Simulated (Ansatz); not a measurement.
Computed with DFT PBE, scalar-relativistic, plane waves, PAW (Ansatz). Settings: cutoff 420 eV, Γ-centred meshes spaced at most about 0.3 Å⁻¹, and about 0.25 Å⁻¹ or finer for metals (2π included), Gaussian smearing. No spin polarisation in the final relaxations.

All energies are static (0 K, no zero-point motion). All come from trial cells, and lower structures may exist.

Question: Order these relaxed structures of Be₂H₃ by energy, lowest first, with the energy over the lowest of them.
1.

```cif
data_structure
_symmetry_space_group_name_H-M 'R-3m:H'
_symmetry_Int_Tables_number 166
_cell_length_a 3.5302
_cell_length_b 3.5302
_cell_length_c 7.7453
_cell_angle_alpha 90.000
_cell_angle_beta 90.000
_cell_angle_gamma 120.000
_cell_volume 83.59
loop_
_atom_site_label
_atom_site_type_symbol
_atom_site_symmetry_multiplicity
_atom_site_Wyckoff_symbol
_atom_site_fract_x
_atom_site_fract_y
_atom_site_fract_z
_atom_site_occupancy
Be1 Be 3 a 0.00000 0.00000 0.00000 1
Be2 Be 3 b 0.33333 0.66667 0.16667 1
H1 H 9 d 0.16667 0.33333 0.83333 1
```

2.

```cif
data_structure
_symmetry_space_group_name_H-M 'P1'
_symmetry_Int_Tables_number 1
_cell_length_a 3.8935
_cell_length_b 4.0734
_cell_length_c 5.8456
_cell_angle_alpha 79.337
_cell_angle_beta 71.539
_cell_angle_gamma 62.289
_cell_volume 77.77
loop_
_atom_site_label
_atom_site_type_symbol
_atom_site_symmetry_multiplicity
_atom_site_Wyckoff_symbol
_atom_site_fract_x
_atom_site_fract_y
_atom_site_fract_z
_atom_site_occupancy
Be1 Be 1 a 0.87408 0.17569 0.98897 1
Be2 Be 1 a 0.86641 0.49670 0.63371 1
Be3 Be 1 a 0.44196 0.20308 0.75459 1
Be4 Be 1 a 0.07672 0.47022 0.17326 1
H1 H 1 a 0.10083 0.80411 0.06775 1
H2 H 1 a 0.15958 0.37577 0.40563 1
H3 H 1 a 0.48827 0.51827 0.62530 1
H4 H 1 a 0.47202 0.17836 0.01574 1
H5 H 1 a 0.77624 0.88090 0.64479 1
H6 H 1 a 0.74389 0.39690 0.19027 1
```

3.

```cif
data_structure
_symmetry_space_group_name_H-M 'R3m:H'
_symmetry_Int_Tables_number 160
_cell_length_a 3.6880
_cell_length_b 3.6880
_cell_length_c 9.1698
_cell_angle_alpha 90.000
_cell_angle_beta 90.000
_cell_angle_gamma 120.000
_cell_volume 108.01
loop_
_atom_site_label
_atom_site_type_symbol
_atom_site_symmetry_multiplicity
_atom_site_Wyckoff_symbol
_atom_site_fract_x
_atom_site_fract_y
_atom_site_fract_z
_atom_site_occupancy
Be1 Be 3 a 0.00000 0.00000 0.32086 1
Be2 Be 3 a 0.33333 0.66667 0.24907 1
H1 H 9 b 0.81240 0.18760 0.24883 1
```

Answer: 2 (0 meV/atom), 1 (403 meV/atom), 3 (443 meV/atom). Forms: 2 P1; 1 R-3m; 3 R3m. Counting H atoms around Be (those within 1.25 times the shortest such distance or 1.15 times the sum of covalent radii, 1.27 where that leaves under three; the shortest distance is added where it exceeds 1.18 times the sum of covalent radii; a slash parts the counts of unlike sites): cell 2 has Be 3/4; cell 1 has Be 6; cell 3 has Be 3/6 from 1.8 Å. Even the lowest lies +0.07 eV/atom against the elements.

With hydrogen, zero-point motion can shift such differences by 10 meV/atom or more. A magnetic state wasn't ruled out in cells without spin, among them R-3m, R3m. Cells relaxed within their symmetry can be saddle points. The P1 cell of Be2H3 came from shaking the R-3m one. Some candidate types were left out of the draw beforehand, so a known form may be missing.
